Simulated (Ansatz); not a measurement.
RuO2 under a change: pressure 7 GPa

Start from RuO2 in the rutile structure (space group P4_2/mnm, No. 136; a = 4.480 Å, c = 3.107 Å).

Perturbation: cell and atoms relaxed at a pressure of 7 GPa.

The values are results of Ansatz (a first-principles code) r2SCAN, no spin-orbit coupling, not measurements. Γ-centred 11×11×15 mesh, Fermi–Dirac width 0.05 eV.

- Density: 7.26 g/cm³ (base 7.09 g/cm³)
- Lattice parameter a: 8.385 bohr (base 8.466 bohr)
- c/a ratio: 0.697 (base 0.694)
- Shortest interatomic distance: 3.623 bohr (base 3.656 bohr)
- Enthalpy H = E + PV relative to the base's energy: +0.45 eV/atom
- Band gap: zero (base zero)

Load acts through the strain it causes; cell and atoms are relaxed under it. No phonon test of stability was made. Competing high-pressure phases were not computed. Starting moments died away, wholly or in part, for the base; another magnetic solution may exist. No Hubbard U is applied, and correlation can decide whether such a compound is a metal. The final runs are not spin-polarised.
